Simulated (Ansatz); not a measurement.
The same path of a periodic cell of 17 atoms, Si$_{16}$Ge (host Si, host structure diamond, interstitial Ge) was run twice with different band settings. Lost on the way: Si1–Ge17. Made: Si8–Ge17.

These are results of Ansatz 0.2.0, DFT PBEsol, scalar-relativistic, plane waves, PAW, not measurements. Settings: PAW set soft_1, cutoff 420 eV, k mesh 2x2x2, gaussian smearing 0.02 eV, no spin polarisation.

Relaxed end points:

```xyz
17
Lattice="0.0000 5.4300 5.4300 5.4300 0.0000 5.4300 5.4300 5.4300 0.0000" Properties=species:S:1:pos:R:3
Si 0.028 -0.045 -0.050
Si 1.395 1.360 1.356
Si 2.713 2.725 -0.008
Si 4.079 4.020 1.359
Si 2.714 -0.003 2.719
Si 4.080 1.363 4.015
Si 5.451 2.728 2.725
Si 6.800 4.077 4.071
Si 0.027 2.763 2.763
Si 1.356 4.072 4.073
Si 2.695 5.380 2.770
Si 4.079 6.788 4.129
Si 2.697 2.768 5.376
Si 4.080 4.129 6.784
Si 5.450 5.423 5.420
Si 6.761 6.790 6.787
Ge 9.499 6.787 6.787
```

```xyz
17
Lattice="0.0000 5.4300 5.4300 5.4300 0.0000 5.4300 5.4300 5.4300 0.0000" Properties=species:S:1:pos:R:3
Si 0.005 -0.002 0.002
Si 1.351 1.348 1.352
Si 2.720 2.713 0.057
Si 4.089 4.078 1.352
Si 2.720 0.053 2.717
Si 4.088 1.348 4.081
Si 5.403 2.713 2.717
Si 6.769 4.121 4.125
Si 0.037 2.713 2.717
Si 1.351 4.078 4.081
Si 2.720 5.373 2.717
Si 4.100 6.736 4.125
Si 2.720 2.713 5.376
Si 4.100 4.120 6.739
Si 5.434 5.428 5.432
Si 6.769 6.735 6.738
Ge 8.149 8.143 8.147
```

Common settings: optimiser quadratic models (default); force threshold 0.05 eV/Å; end points relaxed.

| run | movable images | climbing image | spring | start path | iteration limit |
| --- | --- | --- | --- | --- | --- |
| 1 | 7 | yes | 2.0 eV/Å² | straight line | 36 |
| 2 | 4 | from the first iteration | 5.0 eV/Å² | default | 29 |

What does each run give, and how far can it be trusted?

Run 1: converged after 34 iterations, highest image 0.327 eV above the first end. By the program's own check the climbing image is of a kind that is not told: the force calls were inconclusive, a negative curvature could not be distinguished from the path's own, the only one lies far off the path, or fixed occupations may fill a level only in part (lowest curvatures found: -1.34 and 0.31 eV/Å²).
Run 2: converged after 13 iterations, highest image 0.327 eV above the first end. The order of the stationary point at the top wasn't checked.
Limits of this set-up: coarse k mesh, PAW files made for another functional, a small cell, in which the defect meets its images.
